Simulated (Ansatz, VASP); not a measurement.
# Si3O2 in VASP and in Ansatz

```
Si O
1.0
     3.37786    0.00000    0.00000
     0.00000    3.37786    0.00000
     0.00000    0.00000    5.45507
Si O
3 2
Direct
  0.50000 0.50000 0.33349
  0.50000 0.50000 0.89925
  0.00000 0.00000 0.71766
  0.50000 0.00000 0.43611
  0.00000 0.50000 0.43611
```

Alike in both runs: task relaxation of cell and atoms; functional PBE; k mesh 6 × 6 × 4; occupations gaussian, width 0.1 eV; no spin polarisation.

```csv
,VASP,Ansatz
version,VASP 6.6.1,Ansatz 0.2.0
potentials or method,"VASP PAW PBE potentials, release 64 (Si, O)","scalar-relativistic, plane waves, PAW"
plane-wave cutoff (eV),600,420
valence electrons in the cell,24,24
```

```csv
,VASP,Ansatz,Ansatz less VASP
"gap on the k mesh at the Fermi level, each at its own relaxed structure (eV)",none,none,-
relaxed volume (Å³/atom),12.48,12.46,-0.014
relaxed cell length with the largest relative difference (Å),5.500,5.496,-0.0045
energy change over the relaxation (meV/atom),-1,-2,-0.1
```

A gap of «none» marks a metal or a gap that the smearing closes.
